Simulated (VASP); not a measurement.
# TaC (Fm-3m) in VASP: notebook

The runs below take TaC through relaxation of cell and atoms, with PBE.

Program: VASP 6.6.1. These are calculated values, not measurements. Logs are shortened: lines on timing, memory, paths and dates and some standing lists are left out, and cuts for length are marked.

## 1. The structure

The structure is cubic, space group Fm-3m (No. 225). Conventional cell: a = 4.446 Å, b = 4.446 Å, c = 4.446 Å, α = 90.00°, β = 90.00°, γ = 90.00°. Ta (site symmetry m-3m) has 6 C at 2.22 Å as nearest neighbours. C (site symmetry m-3m) has 6 Ta at 2.22 Å as nearest neighbours.

## 2. Relaxation of cell and atoms, PBE

Contents of INCAR:

```
PREC     = Accurate       # precision mode
ENCUT    = 700            # plane-wave cutoff, eV
EDIFF    = 1E-7           # SCF threshold, eV
ISMEAR   = 0              # smearing method
SIGMA    = 0.1            # smearing width, eV
LREAL    = False          # projectors in reciprocal space
LASPH    = True           # aspherical terms in the spheres
NELM     = 100            # most SCF steps
ALGO     = Fast           # electronic algorithm
ISIF     = 3              # what is computed and relaxed
LWAVE    = False          # write WAVECAR
LCHARG   = False          # write CHGCAR
GGA      = PE             # functional
IBRION   = 2              # ionic algorithm
NSW      = 80             # ionic steps
EDIFFG   = -0.002         # ionic threshold
```

Contents of KPOINTS:

```
regular mesh
0
Gamma
  16 16 16
```

Contents of POSCAR:

```
TaC
1.0
    0.0000000000      2.2230000000      2.2230000000
    2.2230000000      0.0000000000      2.2230000000
    2.2230000000      2.2230000000      0.0000000000
Ta C
1 1
Direct
    0.0000000000      0.0000000000      0.0000000000
    0.5000000000      0.5000000000      0.5000000000
```

Potentials or basis: VASP PAW PBE potentials, release 64 (Ta_pv, C).

The run is started by

```bash
$ cat potpaw_PBE.64/Ta_pv/POTCAR potpaw_PBE.64/C/POTCAR > POTCAR
$ mpirun -np 1 vasp_std > vasp.out
```

OUTCAR:

```text
PREC = Accurate
   ENCUT = 700
   EDIFF = 1E-7
   ISMEAR = 0
   LREAL = False
   LASPH = True
   NELM = 100
   ISIF = 3
   GGA = PE
   IBRION = 2
   NSW = 80
   EDIFFG = -0.002

 ion  position               nearest neighbor table
   1  0.000  0.000  0.000-   2 2.22   2 2.22   2 2.22   2 2.22   2 2.22   2 2.22
   2  0.500  0.500  0.500-   1 2.22   1 2.22   1 2.22   1 2.22   1 2.22   1 2.22

  LATTYP: Found a face centered cubic cell.
 ALAT       =     4.4460000000

  Lattice vectors:

 A1 = (   0.0000000000,   2.2230000000,   2.2230000000)
 A2 = (   2.2230000000,   0.0000000000,   2.2230000000)
 A3 = (   2.2230000000,   2.2230000000,   0.0000000000)

Analysis of symmetry for initial positions (statically):
=====================================================================
 Subroutine PRICEL returns:
 Original cell was already a primitive cell.

 Routine SETGRP: Setting up the symmetry group for a
 face centered cubic supercell.

 Subroutine GETGRP returns: Found 48 space group operations
 (whereof 48 operations were pure point group operations)
 out of a pool of 48 trial point group operations.

The static configuration has the point symmetry O_h .

Analysis of symmetry for dynamics (positions and initial velocities):
=====================================================================
 Subroutine PRICEL returns:
 Original cell was already a primitive cell.

 Routine SETGRP: Setting up the symmetry group for a
 face centered cubic supercell.

 Subroutine GETGRP returns: Found 48 space group operations
 (whereof 48 operations were pure point group operations)
 out of a pool of 48 trial point group operations.

The dynamic configuration has the point symmetry O_h .

 Subroutine INISYM returns: Found 48 space group operations
 (whereof 48 operations are pure point group operations),
 and found     1 'primitive' translations

----------------------------------------------------------------------------------------

                                     Primitive cell

  volume of cell :      21.9709

  direct lattice vectors                    reciprocal lattice vectors
     0.000000000  2.223000000  2.223000000    -0.224921278  0.224921278  0.224921278
     2.223000000  0.000000000  2.223000000     0.224921278 -0.224921278  0.224921278
     2.223000000  2.223000000  0.000000000     0.224921278  0.224921278 -0.224921278

  length of vectors
     3.143796749  3.143796749  3.143796749     0.389575080  0.389575080  0.389575080

  position of ions in fractional coordinates (direct lattice)
     0.000000000  0.000000000  0.000000000
     0.500000000  0.500000000  0.500000000

[... 101 lines left out ...]
   GGA     = PE    functional components
   LHFCALC =     F    Hartree Fock is set to
   AEXX    =    0.0000 exact exchange contribution
   IVDW    =     0    specifies the selected vdW correction
   LEPSILON=     F    determine dielectric tensor
   LRPA    =     F    only Hartree local field effects (RPA)
 conjugate gradient relaxation of ions
 non-spin polarized calculation
 RMM-DIIS sequential band-by-band and
 Gauss-broadening in eV      SIGMA  =   0.10
  energy-cutoff  :      700.00
  volume of cell :       21.97
 maximum number of plane-waves:       941
   NGX = 13   NGY = 13   NGZ = 13

--------------------------------------- Ionic step        1  -------------------------------------------

 number of electron      14.9999999 magnetization

 Free energy of the ion-electron system (eV)
  ---------------------------------------------------
  ext. energy  EPLUGINS =         0.00000000
  ---------------------------------------------------
  free energy    TOTEN  =       -22.20028147 eV

  energy without entropy =      -22.19866836  energy(sigma->0) =      -22.19947492

------------------------ aborting loop because EDIFF is reached ----------------------------------------

  FORCE on cell =-STRESS in cart. coord.  units (eV):
  Direction    XX          YY          ZZ          XY          YZ          ZX
  --------------------------------------------------------------------------------------
  -------------------------------------------------------------------------------------
  Total        1.0024452      1.0024452      1.0024452      0.0000000      0.0000000      0.0000000
  in kB       73.1009161     73.1009161     73.1009161      0.0000000      0.0000000      0.0000000
  external PRESSURE =      73.1009161 kB  Pullay stress =       0.0000000 kB
[... 95 lines left out ...]
--------------------------------------- Ionic step        4  -------------------------------------------

 number of electron      15.0000001 magnetization

 Free energy of the ion-electron system (eV)
  ---------------------------------------------------
  ext. energy  EPLUGINS =         0.00000000
  ---------------------------------------------------
  free energy    TOTEN  =       -22.21090102 eV

  energy without entropy =      -22.20924587  energy(sigma->0) =      -22.21007344

 E-fermi :   8.2218     XC(G=0): -13.1231

 val. band max:        8.1958712388   @ k =   0.4375   0.1875   0.0625
 cond. band min:       8.2421482347   @ k =   0.1250   0.0625   0.0000
 fundamental gap:      0.0462769959
 Fermi energy:         8.2218108353

 k-point     1 :       0.0000    0.0000    0.0000
  band No.  band energies     occupation
      1     -26.8749      2.00000
      2     -26.8749      2.00000
      3     -26.8749      2.00000
      4      -6.4699      2.00000
      5       6.9354      2.00000
      6       6.9354      2.00000
      7       6.9354      2.00000
      8       7.7711      2.00000
      9       7.7711      2.00000
     10       7.7711      2.00000
     11       8.8781      0.00000
[... 309 lines left out ...]
 k-point    24 :      -0.0625    0.0625    0.0000
  band No.  band energies     occupation
      1     -26.9395      2.00000
      2     -26.8931      2.00000
      3     -26.8771      2.00000
      4      -6.1854      2.00000
      5       5.8208      2.00000
      6       6.0179      2.00000
      7       6.1404      2.00000
      8       7.1010      2.00000
      9       7.9841      1.99922
     10       8.5610      0.00000
     11       9.8323      0.00000

 [... further k-points ...]

------------------------ aborting loop because EDIFF is reached ----------------------------------------

  FORCE on cell =-STRESS in cart. coord.  units (eV):
  Direction    XX          YY          ZZ          XY          YZ          ZX
  --------------------------------------------------------------------------------------
  -------------------------------------------------------------------------------------
  Total        0.0026988      0.0026988      0.0026988     -0.0000000      0.0000000      0.0000000
  in kB        0.1926432      0.1926432      0.1926432     -0.0000000      0.0000000      0.0000000
  external PRESSURE =       0.1926432 kB  Pullay stress =       0.0000000 kB
[... 17 lines left out ...]
  FREE ENERGIE OF THE ION-ELECTRON SYSTEM (eV)
  ---------------------------------------------------
  free  energy   TOTEN  =       -22.2109010186 eV

  energy  without entropy=      -22.2092458670  energy(sigma->0) =      -22.21007344

 reached required accuracy - stopping structural energy minimisation
```

CONTCAR:

```text
TaC
   1.00000000000000
     0.0000000000000000    2.2388990280215317    2.2388990280215317
     2.2388990280215317   -0.0000000000000000    2.2388990280215317
     2.2388990280215317    2.2388990280215317    0.0000000000000000
  Ta              C
     1     1
Direct
     0.0000000000000000    0.0000000000000000    0.0000000000000000
     0.5000000000000000    0.5000000000000000    0.5000000000000000

  0.00000000E+00  0.00000000E+00  0.00000000E+00
  0.00000000E+00  0.00000000E+00  0.00000000E+00
```

It took 77 s on 1 thread of Intel Xeon 6975P-C (Granite Rapids), shared host; peak memory 0.21 GiB.

Results:

```yaml
Free_energy: -22.2109 eV
Relaxed_volume: 11.22 Å³/atom
Relaxed_cell: a = 3.166 Å, b = 3.166 Å, c = 3.166 Å, α = 60.00°, β = 60.00°, γ = 60.00°
Space_group_after_relaxing_to_0.05_Å: Fm-3m (No. 225)
Energy_gained_by_relaxing: 5.3 meV/atom
Ionic_steps: 4
Pressure_after_relaxing: 0.0 GPa
Band_gap_on_the_k_mesh: none (metal or under the smearing width)
```

Step by step:
```csv
step,energy change (eV),largest force (eV/Å),pressure (GPa),volume (Å³)
1,0.0000,0.0000,7.31,21.97
2,0.0448,0.0000,-14.70,23.60
3,-0.0106,0.0000,-0.12,22.46
4,-0.0106,0.0000,0.02,22.45
```

Final structure:
```xyz
2
Lattice="0.0000 2.2389 2.2389 2.2389 0.0000 2.2389 2.2389 2.2389 0.0000" Properties=species:S:1:pos:R:3 pbc="T T T"
Ta    0.0000    0.0000    0.0000
C     2.2389    2.2389    2.2389
```

The run has no spin-orbit coupling, so splittings on Ta are missing. Zero-point motion and thermal expansion aren't in these numbers.

## 3. Relaxation of cell and atoms, PBE

This run uses another cell than the first one, of 11.22 Å³/atom, 1.022 times its volume.

INCAR is that of step 2.

KPOINTS is that of step 2.

Contents of POSCAR:

```
TaC                                     
1.0
    0.0000000000      2.2388990280      2.2388990280
    2.2388990280     -0.0000000000      2.2388990280
    2.2388990280      2.2388990280      0.0000000000
  Ta              C             
     1     1
Direct
     0.0000000000000000    0.0000000000000000    0.0000000000000000
     0.5000000000000000    0.5000000000000000    0.5000000000000000
```

Potentials or basis: VASP PAW PBE potentials, release 64 (Ta_pv, C).

The run is started by

```bash
$ cat potpaw_PBE.64/Ta_pv/POTCAR potpaw_PBE.64/C/POTCAR > POTCAR
$ mpirun -np 1 vasp_std > vasp.out
```

It took 29 s on 1 thread of Intel Xeon 6975P-C (Granite Rapids), shared host; peak memory 0.21 GiB.

Results (log left out):

* Free energy: -22.2114 eV
* Pressure after relaxing: 0.0 GPa
* Band gap on the k mesh: none (metal or under the smearing width)

Final structure:
```xyz
2
Lattice="0.0000 2.2389 2.2389 2.2389 0.0000 2.2389 2.2389 2.2389 0.0000" Properties=species:S:1:pos:R:3 pbc="T T T"
Ta    0.0000    0.0000    0.0000
C     2.2389    2.2389    2.2389
```

Levels at points of the mesh, in eV from the Fermi level:
| k point | band 6 | band 7 | band 8 | band 9 | band 10 | band 11 |
| --- | --- | --- | --- | --- | --- | --- |
| (0.00, 0.00, 0.00) | -1.29 | -1.29 | -0.45 | -0.45 | -0.45 | 0.66 |
| (0.50, 0.00, 0.00) | -5.38 | -5.38 | 2.68 | 2.68 | 3.64 | 5.37 |
| (0.50, 0.50, 0.00) | -4.44 | -1.75 | -1.75 | 2.57 | 4.02 | 4.02 |

Caveat: the relaxation stopped at its first step, so nothing moved. The run has no spin-orbit coupling, so splittings on Ta are missing.
